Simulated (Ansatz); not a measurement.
A run of Ansatz 0.2.0:

Contents of input.yaml:

```yaml
crystal:
  lattice:
    - [0.0, 2.1657188437, 2.1657188437]
    - [2.1657188437, 0.0, 2.1657188437]
    - [2.1657188437, 2.1657188437, 0.0]
  atoms:
    - { symbol: Ti, position: [0.0, 0.0, 0.0] }
    - { symbol: C, position: [0.5, 0.5, 0.5] }
kpoints:
  mp_grid: { grid: [11, 11, 11] }
scf:
  occupations: { method: fermi_dirac, width: 0.05 }
hamiltonian:
  xc: pbe
  pseudopotentials: { kind: all_electron, lapw: { basis_error: 0.001 } }
output:
  forces: true
  stress: true
  eigenvalues: true
```

Potentials or basis: all-electron LAPW, scalar-relativistic.

The run is started by

```console
$ ansatz run input.yaml --threads 1 --pin off --max-ram 3072MiB --backend cpu --events-out ev --progress --plain --runs-dir out
```

Hardware: 1 thread of Arm Neoverse V2, with other jobs on the host.

How long does it take, and how much memory?

Wall time 5.9 s on 1 thread of Arm Neoverse V2 (shared host), peak memory 0.29 GiB. Counts: scf iterations 9, plane waves 259, k points 56, bands 16.
